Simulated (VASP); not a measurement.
TiC:

```
CELL_PARAMETERS angstrom
3.04209 0.00000 0.00000
-1.52104 2.63452 0.00000
0.00000 0.00000 2.69797
ATOMIC_POSITIONS crystal
Ti 0.00000 0.00000 0.50000
C 0.33333 0.66667 0.00000
```

The cell was built by a generator and needn't be a form met in nature.

- Program: VASP 6.6.1
- Task: relaxation of cell and atoms
- Functional: PBE
- Dispersion: TS
- Potentials or basis: VASP PAW PBE potentials, release 64 (Ti_sv, C)
- Cutoff: 600 eV
- k mesh: 10 × 10 × 10
- Occupations: fermi-dirac, width 0.05 eV
- Spin: no spin polarisation

At the start: pressure -8.5 GPa; volume 10.81 Å³/atom.

Task: Where does the relaxation end?

Result: Over 8 steps the energy falls by 10.9 meV/atom and the volume is 10.34 Å³/atom (-4.3 %); space group P-6m2 (No. 187, to 0.05 Å).

The path:
```
step  energy change (eV)  largest force (eV/Å)  pressure (GPa)  volume (Å³)
   1              0.0000                0.0001           -8.47        21.62
   2              0.0108                0.0000           10.32        19.88
   3             -0.0201                0.0001           -1.08        20.86
   4             -0.0200                0.0001           -0.09        20.76
   5             -0.0200                0.0001            0.05        20.74
   6             -0.0215                0.0000            0.01        20.71
   7             -0.0217                0.0000            0.04        20.70
   8             -0.0218                0.0000            0.01        20.69
```

Final structure:
```
Ti C
1.0
     2.98527   -0.00001    0.00000
    -1.49264    2.58531    0.00000
     0.00000    0.00000    2.68077
Ti C
1 1
Cartesian
  2.9853 0.0000 1.3404
  0.0000 1.7235 0.0000
```
